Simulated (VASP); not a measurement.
A VASP 6.6.1 single-point calculation on GaN

INCAR

```
NELM = 61
LCHARG = .FALSE.
ALGO = Normal
EDIFF = 1E-7
ISMEAR = 0
ISIF = 2
LREAL = .FALSE.
PREC = Accurate
LASPH = .TRUE.
SIGMA = 5
ENCUT = 520
NSW = 0
IBRION = -1
NBANDS = 16
LWAVE = .FALSE.
METAGGA = R2SCAN
```

KPOINTS

```
KPOINTS created by Atomic Simulation Environment
0
Gamma
10 10 10
0 0 0
```

POSCAR

```
Ga N
 1.0000000000000000
     0.0000000000000000    2.2489525410988409    2.2489525410988409
     2.2489525410988409    0.0000000000000000    2.2489525410988409
     2.2489525410988409    2.2489525410988409    0.0000000000000000
 Ga  N
   1   1
Cartesian
  0.0000000000000000 -0.0000000000000000  0.0000000000000000
  1.1244762705494205  1.1244762705494205  1.1244762705494205
```

The recommended PBE PAW datasets give the neutral cell 18 valence electrons.

Command

```
mpirun -np 1 vasp_std
```

OSZICAR

```
N       E                     dE             d eps       ncg     rms          rms(c)
DAV:   1     0.701944114047E+02    0.70194E+02   -0.94193E+03  1632   0.207E+03
DAV:   2    -0.221318707933E+02   -0.92326E+02   -0.86377E+02  1720   0.335E+02
DAV:   3    -0.280733337842E+02   -0.59415E+01   -0.59033E+01  1688   0.725E+01
DAV:   4    -0.281474343119E+02   -0.74101E-01   -0.74079E-01  1944   0.855E+00
DAV:   5    -0.281484240889E+02   -0.98978E-03   -0.98977E-03  1760   0.893E-01    0.637E+00
DAV:   6    -0.234787064233E+02    0.46697E+01   -0.27997E+00  2304   0.375E+01    0.216E+00
DAV:   7    -0.235257844530E+02   -0.47078E-01   -0.33530E-01  1672   0.682E+00    0.151E+00
DAV:   8    -0.235334998336E+02   -0.77154E-02   -0.22090E-02  2136   0.359E+00    0.296E-01
DAV:   9    -0.235336938221E+02   -0.19399E-03   -0.69138E-03  2224   0.186E+00    0.105E-01
DAV:  10    -0.235337297432E+02   -0.35921E-04   -0.47239E-04  1888   0.230E-01    0.723E-02
DAV:  11    -0.235337982080E+02   -0.68465E-04   -0.13960E-04  2040   0.188E-01    0.338E-02
DAV:  12    -0.235337673009E+02    0.30907E-04   -0.26432E-05  2200   0.125E-01    0.375E-03
DAV:  13    -0.235337672663E+02    0.34526E-07   -0.19388E-06  1816   0.128E-02    0.256E-03
DAV:  14    -0.235337677838E+02   -0.51750E-06   -0.47897E-08  1272   0.334E-03    0.225E-04
DAV:  15    -0.235337675832E+02    0.20069E-06   -0.14242E-08   952   0.127E-03    0.295E-04
DAV:  16    -0.235337674676E+02    0.11552E-06   -0.32915E-09   840   0.663E-04    0.470E-05
DAV:  17    -0.235337674680E+02   -0.39972E-09   -0.98373E-10   840   0.742E-04
   1 F= -.23533767E+02 E0= -.20866135E+02  d E =-.533527E+01
```

Standard output (part)

```
POSCAR found type information on POSCAR GaN
 POSCAR found :  2 types and       2 ions
 LDA part: xc-table for (None), standard interpolation
 POSCAR, INCAR and KPOINTS ok, starting setup
 WAVECAR not read
 entering main loop
```

It converged. Results: gap between bands v and c on the k mesh 2.30 eV; least direct gap on the k mesh 2.30 eV; pressure 23.5 GPa. Band v is the last that the valence electrons fill when counted band by band, and c is the next.

Task: Why shouldn't this run be trusted?

Result: Smearing far too wide. On sound settings r²SCAN gives a gap of 2.16 eV on its mesh and a pressure of 1.2 GPa for the intended cell. This run's energy (σ→0) differs from it by 515 meV an atom.
